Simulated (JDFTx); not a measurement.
# Au (Fm-3m) in JDFTx: convergence with cutoff

Aim: find how far cutoff must go before the results for Au settle, at r2SCAN. This setting moves, with any that are tied to it; all else stays.

Program: JDFTx 1.7.0 (patched build). These are calculated values, not measurements. Logs are shortened: lines on timing, memory, paths and dates and some standing lists are left out, and cuts for length are marked. The log counts tension as positive stress, the text compression.

## Step 1: The structure

It takes space group Fm-3m (No. 225, cubic). The conventional cell has a = 4.070 Å, b = 4.070 Å, c = 4.070 Å, α = 90.00°, β = 90.00°, γ = 90.00°. Around Au (site symmetry m-3m) lie 12 Au at 2.88 Å.

## Step 2: With cutoff 435.382 eV

Contents of Au.in:

```
lattice \
    0.0000000000     3.8455926636     3.8455926636 \
    3.8455926636     0.0000000000     3.8455926636 \
    3.8455926636     3.8455926636     0.0000000000
coords-type Cartesian
ion Au     0.0000000000     0.0000000000     0.0000000000 1

ion-species pseudo/Au.upf
elec-cutoff 16
elec-ex-corr mgga-x-r2scan mgga-c-r2scan
kpoint-folding 11 11 11
elec-smearing Fermi 0.0018374661
elec-n-bands 15
electronic-SCF nIterations 100 energyDiffThreshold 1e-09
electronic-minimize nIterations 30 energyDiffThreshold 1e-7
converge-empty-states yes
forces-output-coords Cartesian

dump-name run.$VAR
dump End Ecomponents EigStats BandEigs Kpoints Forces Stress
```

Potentials or basis: SG15-PBE-1.2.

Command:

```console
> jdftx -c 1 -i Au.in -o Au.out
```

What it wrote:

```text
*************** JDFTx 1.7.0 (patched build) ***************

Input parsed successfully to the following command list (including defaults):
[... the input with its defaults ...]

---------- Setting up symmetries ----------

Found 48 point-group symmetries of the bravais lattice
Found 48 space-group symmetries with basis
Applied RMS atom displacement 0 bohrs to make symmetries exact.

---------- Initializing the Grid ----------
R =
[            0      3.84559      3.84559  ]
[      3.84559            0      3.84559  ]
[      3.84559      3.84559            0  ]
unit cell volume = 113.742
G =
[  -0.816933   0.816933   0.816933  ]
[   0.816933  -0.816933   0.816933  ]
[   0.816933   0.816933  -0.816933  ]
Minimum fftbox size, Smin = [  20  20  20  ]
Chosen fftbox size, S = [  20  20  20  ]

---------- Exchange Correlation functional ----------
Initialized LibXC exchange functional 'Re-regularized SCAN exchange by Furness et al'
Initialized LibXC correlation functional 'Re-regularized SCAN correlation by Furness et al'

---------- Setting up pseudopotentials ----------
Width of ionic core gaussian charges (only for fluid interactions / plotting) set to 0

Reading pseudopotential file 'pseudo/Au.upf':
  'Au' pseudopotential, 'PBE' functional
  Generated using ONCVPSP code by D. R. Hamann
  19 valence electrons, 0 orbitals, 8 projectors, 602 radial grid points, with lMax = 3
  Core radius for overlap checks: 2.79 bohrs.

Initialized 1 species with 1 total atoms.

Folded 1 k-points by 11x11x11 to 1331 k-points.

---------- Setting up k-points, bands, fillings ----------
Reduced to 56 k-points under symmetry.
Computing the number of bands and number of electrons
Calculating initial fillings.
nElectrons:  19.000000   nBands: 15   nStates: 56

----- Setting up reduced wavefunction bases (one per k-point) -----
average nbasis = 347.808 , ideal nbasis = 347.691

---------- Setting up ewald sum ----------
Optimum gaussian width for ewald sums = 1.960494 bohr.
Real space sum over 2197 unit cells with max indices [  6  6  6  ]
Reciprocal space sum over 2197 terms with max indices [  6  6  6  ]

---------- Allocating electronic variables ----------
Initializing wave functions:  (No orbitals for LCAO)  bandwidth-limited random numbers

Setting the auxilliary hamiltonian equal to the subspace hamiltonian.

-------- Electronic minimization -----------
Will mix electronic and kinetic density at each iteration.
	FillingsUpdate:  mu: +1.724067454  nElectrons: 19.000000
	FillingsUpdate:  mu: -0.244832002  nElectrons: 19.000000
SCF: Cycle:  0   F: -131.641660715105957   dF: -3.807e+01   |Residual|: 1.414e+01   |deigs|: 2.792e+00
	FillingsUpdate:  mu: +0.361897303  nElectrons: 19.000000
SCF: Cycle:  1   F: -131.660849014399645   dF: -1.919e-02   |Residual|: 1.117e+01   |deigs|: 1.048e+00
	FillingsUpdate:  mu: +1.545915202  nElectrons: 19.000000
SCF: Cycle:  2   F: -110.145992052634824   dF: +2.151e+01   |Residual|: 2.318e+01   |deigs|: 2.626e+00
	FillingsUpdate:  mu: +0.797524561  nElectrons: 19.000000
SCF: Cycle:  3   F: -136.796981902210007   dF: -2.665e+01   |Residual|: 4.326e+00   |deigs|: 1.332e+00
	FillingsUpdate:  mu: +0.783991656  nElectrons: 19.000000
SCF: Cycle:  4   F: -137.274318172015597   dF: -4.773e-01   |Residual|: 3.326e+00   |deigs|: 2.655e-02
	FillingsUpdate:  mu: +0.674515565  nElectrons: 19.000000
SCF: Cycle:  5   F: -136.788253781468455   dF: +4.861e-01   |Residual|: 1.439e+00   |deigs|: 2.900e-01
	FillingsUpdate:  mu: +0.653784528  nElectrons: 19.000000
SCF: Cycle:  6   F: -136.479887100678667   dF: +3.084e-01   |Residual|: 3.792e+00   |deigs|: 7.258e-02
	FillingsUpdate:  mu: +0.609519412  nElectrons: 19.000000
SCF: Cycle:  7   F: -135.507536366452854   dF: +9.724e-01   |Residual|: 6.970e+00   |deigs|: 1.999e-01
	FillingsUpdate:  mu: +0.685852412  nElectrons: 19.000000
SCF: Cycle:  8   F: -136.923423574666629   dF: -1.416e+00   |Residual|: 2.654e+00   |deigs|: 3.156e-01
	FillingsUpdate:  mu: +0.720130867  nElectrons: 19.000000
SCF: Cycle:  9   F: -137.195177021159736   dF: -2.718e-01   |Residual|: 1.278e+00   |deigs|: 9.181e-02
	FillingsUpdate:  mu: +0.734388079  nElectrons: 19.000000
SCF: Cycle: 10   F: -137.261660503521938   dF: -6.648e-02   |Residual|: 8.839e-01   |deigs|: 3.394e-02
	FillingsUpdate:  mu: +0.763885291  nElectrons: 19.000000
SCF: Cycle: 11   F: -137.319453048881940   dF: -5.779e-02   |Residual|: 2.024e-01   |deigs|: 5.890e-02
	FillingsUpdate:  mu: +0.765341273  nElectrons: 19.000000
SCF: Cycle: 12   F: -137.320548095324455   dF: -1.095e-03   |Residual|: 1.555e-01   |deigs|: 3.153e-03
	FillingsUpdate:  mu: +0.769959204  nElectrons: 19.000000
SCF: Cycle: 13   F: -137.321683728154369   dF: -1.136e-03   |Residual|: 2.768e-02   |deigs|: 1.289e-02
	FillingsUpdate:  mu: +0.769957139  nElectrons: 19.000000
SCF: Cycle: 14   F: -137.321602779019969   dF: +8.095e-05   |Residual|: 4.907e-02   |deigs|: 6.916e-04
	FillingsUpdate:  mu: +0.768170873  nElectrons: 19.000000
SCF: Cycle: 15   F: -137.321803354390227   dF: -2.006e-04   |Residual|: 8.789e-03   |deigs|: 3.519e-03
	FillingsUpdate:  mu: +0.767374609  nElectrons: 19.000000
SCF: Cycle: 16   F: -137.321810233995564   dF: -6.880e-06   |Residual|: 6.886e-03   |deigs|: 1.470e-03
	FillingsUpdate:  mu: +0.767573657  nElectrons: 19.000000
SCF: Cycle: 17   F: -137.321813275400103   dF: -3.041e-06   |Residual|: 2.137e-03   |deigs|: 4.223e-04
	FillingsUpdate:  mu: +0.767632014  nElectrons: 19.000000
SCF: Cycle: 18   F: -137.321813569062044   dF: -2.937e-07   |Residual|: 1.314e-04   |deigs|: 1.180e-04
	FillingsUpdate:  mu: +0.767655813  nElectrons: 19.000000
SCF: Cycle: 19   F: -137.321813568944492   dF: +1.176e-10   |Residual|: 5.042e-04   |deigs|: 4.860e-05
	FillingsUpdate:  mu: +0.767647245  nElectrons: 19.000000
SCF: Cycle: 20   F: -137.321813578869524   dF: -9.925e-09   |Residual|: 1.024e-04   |deigs|: 2.492e-05
	FillingsUpdate:  mu: +0.767642719  nElectrons: 19.000000
SCF: Cycle: 21   F: -137.321813579570460   dF: -7.009e-10   |Residual|: 5.759e-05   |deigs|: 6.411e-06
	FillingsUpdate:  mu: +0.767641804  nElectrons: 19.000000
SCF: Cycle: 22   F: -137.321813579698102   dF: -1.276e-10   |Residual|: 5.115e-06   |deigs|: 2.770e-06
SCF: Converged (|Delta E|<1.000000e-09 for 2 iters).

Setting wave functions to eigenvectors of Hamiltonian
Converging empty states (this may take a while): |deigs|: 6.741e-06

# Stress tensor in Cartesian coordinates [Eh/a0^3]:
[   0.00241099            0            0  ]
[            0   0.00241099            0  ]
[            0            0   0.00241099  ]

# Ionic positions in cartesian coordinates:
ion Au   0.000000000000000   0.000000000000000   0.000000000000000 1

# Forces in Cartesian coordinates:
force Au  -0.000000000000000  -0.000000000000000   0.000000000000000 1

# Energy components:
   Eewald =     -107.5994881375225134
       EH =       26.1632176775846439
     Eloc =      -86.2178901601569123
      Enl =        1.0547756424175905
      Exc =      -12.7142376432676265
       KE =       41.9918327201628685
-------------------------------------
     Etot =     -137.3217899007819653
       TS =        0.0000236789161490
-------------------------------------
        F =     -137.3218135796981016

IonicMinimize: Iter:   0  F: -137.321813579698102  |grad|_K:  0.000e+00
IonicMinimize: Converged (|grad|_K<1.000000e-04).

Dumping 'run.eigStats' ...
	eMin: -3.241774 at state 0 ( [ +0.000000 +0.000000 +0.000000 ] spin 0 )
	HOMO: +0.760076 at state 31 ( [ +0.000000 +0.363636 +0.454545 ] spin 0 )
	mu  : +0.767642
	LUMO: +0.773138 at state 11 ( [ +0.000000 +0.090909 -0.454545 ] spin 0 )
	eMax: +1.747803 at state 6 ( [ +0.000000 +0.090909 +0.090909 ] spin 0 )
	HOMO-LUMO gap: +0.013062
	Optical gap  : +0.081873 at state 34 ( [ +0.000000 +0.454545 +0.454545 ] spin 0 )
Done!
[note: the HOMO, LUMO and gaps printed at the end count levels as full or empty at half filling, so they show a gap where a level is partly filled]
```

Run time: 20 s. Hardware: 1 thread of Intel Xeon Platinum 8375C at 2.90GHz (Ice Lake), shared host; peak memory 0.05 GiB.

What came out:

```
Free energy            : -3736.7169 eV
Pressure               : -70.9 GPa
Band gap on the k mesh : none (metal or under the smearing width)
```

## Step 3: With cutoff 544.228 eV

Edit Au.in of step 2 so:

```diff
@@ -8,3 +8,3 @@
 ion-species pseudo/Au.upf
-elec-cutoff 16
+elec-cutoff 20
 elec-ex-corr mgga-x-r2scan mgga-c-r2scan
```

Potentials or basis: SG15-PBE-1.2.

Command:

```console
> jdftx -c 1 -i Au.in -o Au.out
```

Run time: 72 s. Hardware: 1 thread of Intel Xeon Platinum 8375C at 2.90GHz (Ice Lake), shared host; peak memory 0.06 GiB.

What came out:

```
Free energy            : -3737.8650 eV
Pressure               : -1.7 GPa
Band gap on the k mesh : none (metal or under the smearing width)
```

## Step 4: With cutoff 653.073 eV

Edit Au.in of step 3 so:

```diff
@@ -8,3 +8,3 @@
 ion-species pseudo/Au.upf
-elec-cutoff 20
+elec-cutoff 24
 elec-ex-corr mgga-x-r2scan mgga-c-r2scan
```

Command:

```console
> jdftx -c 1 -i Au.in -o Au.out
```

It took 77 s on 1 thread of Intel Xeon Platinum 8375C at 2.90GHz (Ice Lake), shared host; peak memory 0.06 GiB.

What came out:

* Free energy: -3737.9365 eV
* Pressure: 6.2 GPa
* Band gap on the k mesh: none (metal or under the smearing width)

## Step 5: With cutoff 761.919 eV

Edit Au.in of step 4 so:

```diff
@@ -8,3 +8,3 @@
 ion-species pseudo/Au.upf
-elec-cutoff 24
+elec-cutoff 28
 elec-ex-corr mgga-x-r2scan mgga-c-r2scan
```

Command:

```console
> jdftx -c 1 -i Au.in -o Au.out
```

It took 2 min on 1 thread of Intel Xeon Platinum 8375C at 2.90GHz (Ice Lake), shared host; peak memory 0.07 GiB.

What came out:

* Free energy: -3737.9392 eV
* Pressure: 6.1 GPa
* Band gap on the k mesh: none (metal or under the smearing width)

## Step 6: With cutoff 870.764 eV

Edit Au.in of step 5 so:

```diff
@@ -8,3 +8,3 @@
 ion-species pseudo/Au.upf
-elec-cutoff 28
+elec-cutoff 32
 elec-ex-corr mgga-x-r2scan mgga-c-r2scan
```

Potentials or basis: SG15-PBE-1.2.

Command:

```console
> jdftx -c 1 -i Au.in -o Au.out
```

Run time: 2.5 min. Hardware: 1 thread of Intel Xeon Platinum 8375C at 2.90GHz (Ice Lake), shared host; peak memory 0.08 GiB.

Results:

```
Free energy            : -3737.9455 eV
Pressure               : 6.1 GPa
Band gap on the k mesh : none (metal or under the smearing width)
```

## Step 7: With cutoff 979.61 eV

Edit Au.in of step 6 so:

```diff
@@ -8,3 +8,3 @@
 ion-species pseudo/Au.upf
-elec-cutoff 32
+elec-cutoff 36
 elec-ex-corr mgga-x-r2scan mgga-c-r2scan
```

Command:

```console
> jdftx -c 1 -i Au.in -o Au.out
```

Run time: 2.4 min. Hardware: 1 thread of Intel Xeon Platinum 8375C at 2.90GHz (Ice Lake), shared host; peak memory 0.09 GiB.

It converged, with:

- Free energy: -3737.9483 eV
- Pressure: 6.3 GPa
- Band gap on the k mesh: none (metal or under the smearing width)

## Step 8: With cutoff 1088.45 eV

Edit Au.in of step 7 so:

```diff
@@ -8,3 +8,3 @@
 ion-species pseudo/Au.upf
-elec-cutoff 36
+elec-cutoff 40
 elec-ex-corr mgga-x-r2scan mgga-c-r2scan
```

Command:

```console
> jdftx -c 1 -i Au.in -o Au.out
```

It took 1.9 min on 1 thread of Intel Xeon Platinum 8375C at 2.90GHz (Ice Lake), shared host; peak memory 0.1 GiB.

Results (log left out):

* Free energy: -3737.9488 eV
* Pressure: 6.3 GPa
* Band gap on the k mesh: none (metal or under the smearing width)

## Step 9: With cutoff 1251.72 eV

Edit Au.in of step 8 so:

```diff
@@ -8,3 +8,3 @@
 ion-species pseudo/Au.upf
-elec-cutoff 40
+elec-cutoff 46
 elec-ex-corr mgga-x-r2scan mgga-c-r2scan
```

Potentials or basis: SG15-PBE-1.2.

Command:

```console
> jdftx -c 1 -i Au.in -o Au.out
```

It took 5.3 min on 1 thread of Intel Xeon Platinum 8375C at 2.90GHz (Ice Lake), shared host; peak memory 0.11 GiB.

The run converged. Its results:

| Item | Value |
| --- | --- |
| Free energy | -3737.9491 eV |
| Pressure | 6.3 GPa |
| Band gap on the k mesh | none (metal or under the smearing width) |

## Step 10: With cutoff 1469.41 eV

Edit Au.in of step 9 so:

```diff
@@ -8,3 +8,3 @@
 ion-species pseudo/Au.upf
-elec-cutoff 46
+elec-cutoff 54
 elec-ex-corr mgga-x-r2scan mgga-c-r2scan
```

Command:

```console
> jdftx -c 1 -i Au.in -o Au.out
```

It took 4.3 min on 1 thread of Intel Xeon Platinum 8375C at 2.90GHz (Ice Lake), shared host; peak memory 0.13 GiB.

The run converged. Its results:

```
Free energy            : -3737.9496 eV
Pressure               : 6.3 GPa
Band gap on the k mesh : none (metal or under the smearing width)
```

## Step 11: Summary

```csv
cutoff,"energy less the tightest run, at zero smearing (meV/atom)",pressure (GPa),SCF cycles,CPU time (s),peak memory (GiB)
435.382 eV,1232.74,-70.93,23,20,0.05
544.228 eV,84.68,-1.70,29,72,0.06
653.073 eV,13.19,6.22,30,77,0.06
761.919 eV,10.44,6.06,28,120,0.07
870.764 eV,4.09,6.10,33,150,0.08
979.61 eV,1.35,6.28,36,140,0.09
1088.45 eV,0.86,6.34,28,110,0.1
1251.72 eV,0.55,6.33,36,320,0.11
1469.41 eV,0.00,6.32,27,260,0.13
```

Against the tightest run, the energy stays within 1 meV/atom from 1088.45 eV on; the pressure stays within 0.1 GPa from 979.61 eV on. The tightest run that finished is the yardstick and may itself not be fully converged.

Caveats: the potentials were made for another functional, which shifts forces and pressure.
